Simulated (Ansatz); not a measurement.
Crystal: CsCl, CsCl type, 2 atoms in the cell.

Level of theory: HSE06, plane waves, PAW datasets (earlier set, tuned by hand) in Ansatz.

Cutoff 660 eV; exchange singularity: regularized; k-mesh 4×4×4 Γ-centred; Fermi–Dirac smearing of 0.05 eV; no spin polarisation; no spin–orbit coupling.

The fit to the energies gives V₀ = 36.413 Å³/atom (a₀ = 4.176 Å), B₀ = 15.5 GPa, B₀′ = 5.15.

**Question.** What pressure does the program print at V = 35.192 Å³/atom, and how far above the lowest computed point (V = 36.303 Å³/atom) does the energy lie?

**Answer.** 0.58 GPa and 2.11 meV/atom. All points:

| V (Å³/atom) | a (Å) | E − E(min) (meV/atom) | P (GPa) |
| --- | --- | --- | --- |
| 34.080 | 4.0849 | 8.28 | 1.22 |
| 35.192 | 4.1288 | 2.11 | 0.58 |
| 36.303 | 4.1718 | 0.00 | 0.05 |
| 37.414 | 4.2140 | 1.25 | -0.39 |
| 38.526 | 4.2553 | 5.28 | -0.76 |

The stress includes the program's correction for the finite plane-wave basis.

The k-mesh is coarse, so these values belong to this mesh and can lie far from the converged ones.
